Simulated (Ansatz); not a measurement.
Crystal: LiH.

```
CELL_PARAMETERS angstrom
0.00000 2.03675 2.03675
2.03675 0.00000 2.03675
2.03675 2.03675 0.00000
ATOMIC_POSITIONS crystal
Li 0.00000 0.00000 0.00000
H 0.50000 0.50000 0.50000
```

Base run:

```yaml
Program: Ansatz 0.2.0
Functional: PBE
Potentials_or_basis: Ansatz PAW
Cutoff: 420 eV
Density_cutoff: 1680 eV
k_mesh: 11 × 11 × 11
Occupations: fermi-dirac, width 0.05 eV
Spin: no spin polarisation
```

Its results: band gap on the k mesh 3.21 eV, direct; pressure -1.7 GPa.

Q: The run is repeated on the same cell with these changes: functional from PBE to LDA. What comes out?

A: Band gap on the k mesh 2.85 eV, direct; pressure -4.1 GPa.

LDA binds more tightly than PBE, so the same cell stands under less pressure.

Caveats: the k mesh misses the band edges, so the gap on the mesh is wider than the one along the path; the PAW data sets come from PBE, with cores solved anew for the run's functional, which leaves a small shift of forces and pressure (some runs).

Not every run made on this cell is shown here.
